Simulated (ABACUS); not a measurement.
Crystal: Au.

```xyz
1
Lattice="0.0000 2.0350 2.0350 2.0350 0.0000 2.0350 2.0350 2.0350 0.0000" Properties=species:S:1:pos:R:3 pbc="T T T"
Au    0.0000    0.0000    0.0000
```

```yaml
Program: ABACUS 3.10.1
Task: single point
Functional: PBEsol
Potentials_or_basis: PseudoDojo NC SR 0.4.1 PBEsol standard
Cutoff: 1034 eV
Density_cutoff: 4136 eV
Basis: plane waves
k_mesh: 11 × 11 × 11
Occupations: fermi-dirac, width 0.05 eV
Spin: no spin polarisation
```

On this cell: pressure 1.3 GPa; band gap on the k mesh none (metal or under the smearing width).

The same run follows on a disturbed copy (cell strained at random at fixed volume):

```
CELL_PARAMETERS angstrom
0.05952 2.03278 2.02390
2.06284 0.03015 2.05328
2.07413 2.07344 0.01886
ATOMIC_POSITIONS crystal
Au 0.99810 0.99583 0.01853
```

What does the disturbed cell give?

The energy (extrapolated to zero smearing) moves by +5.9 meV/atom; pressure 1.5 GPa; band gap on the k mesh none (metal or under the smearing width).

Stress tensor (GPa, compression positive):
```
 1.62 -1.97 -1.44
-1.97  1.47  0.23
-1.44  0.23  1.43
```
